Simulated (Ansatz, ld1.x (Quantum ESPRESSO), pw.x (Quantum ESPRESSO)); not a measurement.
**From atom to crystal: TM potential for Mg**

ld1.x (Quantum ESPRESSO) 7.5 input, shortened:

```
&input
   title='Mg', zed=12., rel=1, dft='PBE', iswitch=3,
   config='[Ne] 3s2 3p0'
 /
 &inputp
   pseudotype=2, tm=.true., lloc=0,
   nlcc=.false.
 /
2
3P  2  1   0.00   0.00  2.75  2.75  0.0
3S  1  0   2.00   0.00  2.65  2.65  0.0
 &test
   configts(1)='3s2 3p0'
 /
```

Atomic tests: cutoffs needed: 6 Ry and 15 Ry (the cutoffs (Ry, on a coarse ladder) from which the occupation-weighted sum of valence levels, in a spherical-Bessel basis at the reference potential, stays within 10 and 1 mRy of its value at 400 Ry); ghost test: no extra level below or beside the all-electron valence levels (p, s, d, f tested) (spherical-Bessel basis up to 400 Ry, 20 bohr box); largest excitation error: +124 meV (all-electron minus pseudo) for 3s0 3p1, out of 5 test configurations.

Crystal test: fcc Mg in pw.x 7.5, no spin, 13³ k-points, Fermi–Dirac smearing 0.01 Ry, cutoffs 35/140 Ry. The reference is all-electron LAPW (Ansatz 0.2.0) with the same functional, mesh and smearing; V0 and B0 come from Birch–Murnaghan fits to the pressures at five volumes. Errors are pseudo minus all-electron; Δ is the rms difference of the E(V) curves that follow from these fits, minima aligned, over ±6 % about the mean V0. Mesh and smearing are coarse, so the numbers serve the comparison and aren't converged zero-temperature values; the lattice is a test structure that the element need not adopt.

All-electron: a0 = 4.524 Å (V0 = 23.15 Å³/atom), B0 = 35.0 GPa.

Q: How far does the potential miss the all-electron equation of state?

A: mean pressure error (GPa): +1.05; a0 (Å): 4.569; a0 error (%): +0.98; B0 error (%): -3.2; Δ (meV/atom): 5.2. This is a poor potential for the solid.

| V (Å³/atom) | P all-electron (GPa) | P pseudo (GPa) |
| --- | --- | --- |
| 22.038 | 1.91 | 3.12 |
| 22.618 | 0.86 | 1.98 |
| 23.198 | -0.07 | 0.97 |
| 23.778 | -0.88 | 0.09 |
| 24.358 | -1.60 | -0.70 |

Q: At the middle volume, how do free energy and pressure move when the wave cutoff is lowered (ecutrho kept at four times it)?

A:

```csv
cutoff (Ry),shift of F (meV/atom),shift of P (GPa)
16,+7.8,-0.10
21,+2.6,-0.03
28,+0.6,+0.00
```

Input at the middle volume:

```
&control
  calculation='scf', prefix='x', pseudo_dir='./', outdir='./tmp', tstress=.true., disk_io='low'
/
&system
  ibrav=0, nat=1, ntyp=1, ecutwfc=35, ecutrho=140, nbnd=8,
  occupations='smearing', smearing='fd', degauss=0.01
/
&electrons
  conv_thr=1e-09, mixing_beta=0.4, electron_maxstep=70
/
ATOMIC_SPECIES
Mg 1.0 Mg.UPF
CELL_PARAMETERS angstrom
  0.00000000 2.26363734 2.26363734
  2.26363734 0.00000000 2.26363734
  2.26363734 2.26363734 0.00000000
ATOMIC_POSITIONS crystal
Mg 0.0000 0.0000 0.0000
K_POINTS automatic
13 13 13 0 0 0
```

```bash
pw.x < Mg.scf.in > Mg.scf.out
```

Lines of the output:

```
Message from routine setup:
     using ibrav=0 with symmetry is DISCOURAGED, use correct ibrav instead
     lattice parameter (alat)  =       6.0495  a.u.
     unit-cell volume          =     156.5479 (a.u.)^3
     number of electrons       =         2.00
     number of Kohn-Sham states=            8
     kinetic-energy cutoff     =      35.0000  Ry
     charge density cutoff     =     140.0000  Ry
     scf convergence threshold =      1.0E-09
     Exchange-correlation= PBE
     number of k points=    84  Fermi-Dirac smearing, width (Ry)=  0.0100
     iteration #  1     ecut=    35.00 Ry     beta= 0.40
     total energy              =      -1.76058096 Ry
     estimated scf accuracy    <       0.00450496 Ry
     iteration #  2     ecut=    35.00 Ry     beta= 0.40
     total energy              =      -1.76113015 Ry
     estimated scf accuracy    <       0.00164557 Ry
     iteration #  3     ecut=    35.00 Ry     beta= 0.40
     total energy              =      -1.76119166 Ry
     estimated scf accuracy    <       0.00000254 Ry
     iteration #  4     ecut=    35.00 Ry     beta= 0.40
     c_bands:  1 eigenvalues not converged
     total energy              =      -1.76119475 Ry
     estimated scf accuracy    <       0.00000147 Ry
     iteration #  5     ecut=    35.00 Ry     beta= 0.40
     total energy              =      -1.76119485 Ry
     estimated scf accuracy    <          3.7E-09 Ry
     iteration #  6     ecut=    35.00 Ry     beta= 0.40
     total energy              =      -1.76119486 Ry
     estimated scf accuracy    <          1.6E-09 Ry
     iteration #  7     ecut=    35.00 Ry     beta= 0.40
     the Fermi energy is     3.6717 ev
!    total energy              =      -1.76119486 Ry
     estimated scf accuracy    <          4.5E-11 Ry
     smearing contrib. (-TS)   =      -0.00194207 Ry
     The total energy is F=E-TS. E is the sum of the following terms:
     one-electron contribution =       1.23478983 Ry
     hartree contribution      =       0.00484694 Ry
     xc contribution           =      -0.85525591 Ry
     ewald contribution        =      -2.14363365 Ry
     convergence has been achieved in   7 iterations
          total   stress  (Ry/bohr**3)                   (kbar)     P=        9.75
```

The run at the middle volume (84 k-points, 7 iterations) took about 4.8 s on one core of a shared host (Neoverse-V1, 32 threads, 247 GiB, load 21).
